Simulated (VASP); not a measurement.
Input of a VASP 6.6.1 run:

The input INCAR:

```
PREC     = Accurate       # precision mode
ENCUT    = 520            # plane-wave cutoff, eV
EDIFF    = 1E-6           # SCF threshold, eV
ISMEAR   = 0              # smearing method
SIGMA    = 0.03           # smearing width, eV
LREAL    = False          # projectors in reciprocal space
LASPH    = True           # aspherical terms in the spheres
NELM     = 80             # most SCF steps
ALGO     = Normal         # electronic algorithm
ISIF     = 2              # what is computed and relaxed
LWAVE    = False          # write WAVECAR
LCHARG   = False          # write CHGCAR
LNONCOLLINEAR= True           # non-collinear magnetism
MAGMOM   = 0 0 0 0 0 0 0 0 0 0 0 0 0 0 0 0 0 0 0 0 0 0 0 0 # initial moments
LORBIT   = 11             # projections on sites
LSORBIT  = True           # spin-orbit coupling
GGA_COMPAT= False        
GGA      = PE             # functional
IVDW     = 12             # dispersion correction
NBANDS   = 100            # bands
KPAR     = 2
```

Contents of KPOINTS:

```
regular mesh
0
Gamma
  2 6 6
```

POSCAR

```
SnSe                                    
1.0
   11.4864948094      0.0000000000      0.0000000000
    0.0000000000      4.1722136735      0.0000000000
    0.0000000000     -0.0000000000      4.3796772134
  Sn              Se            
     4     4
Direct
     0.1176302908647919    0.2500000000000000    0.0931652734676234
     0.3823697091352080    0.7500000000000000    0.5931652734676235
     0.6176302908647916    0.2500000000000000    0.4068347265323766
     0.8823697091352084    0.7500000000000000    0.9068347265323765
     0.3570262768418762    0.2500000000000000    0.0220175693999826
     0.1429737231581238    0.7500000000000000    0.5220175693999826
     0.8570262768418760    0.2500000000000000    0.4779824306000175
     0.6429737231581240    0.7500000000000000    0.9779824306000174
```

Contents of KPOINTS_OPT:

```
explicit points
188
Reciprocal
 0.0000000000  0.0000000000  0.0000000000 1
 0.0000000000  0.0357142857  0.0000000000 1
 0.0000000000  0.0714285714  0.0000000000 1
 0.0000000000  0.1071428571  0.0000000000 1
 0.0000000000  0.1428571429  0.0000000000 1
 0.0000000000  0.1785714286  0.0000000000 1
[... 180 lines left out ...]
 0.0000000000  0.0000000000  0.5000000000 1
 0.5000000000  0.0000000000  0.0000000000 1
```

Potentials or basis: VASP PAW PBE potentials, release 64 (Sn_d, Se).

Launch:

```sh
$ cat potpaw_PBE.64/Sn_d/POTCAR potpaw_PBE.64/Se/POTCAR > POTCAR
$ mpirun -np 2 vasp_ncl > vasp.out
```

(1) What does it give for the largest force?

(2) What does it give for the dispersion energy per atom?

(3) What does it give for the pressure?

Results:

(1) 0.030 eV/Å.

(2) -0.369 eV.

(3) 0.1 GPa.
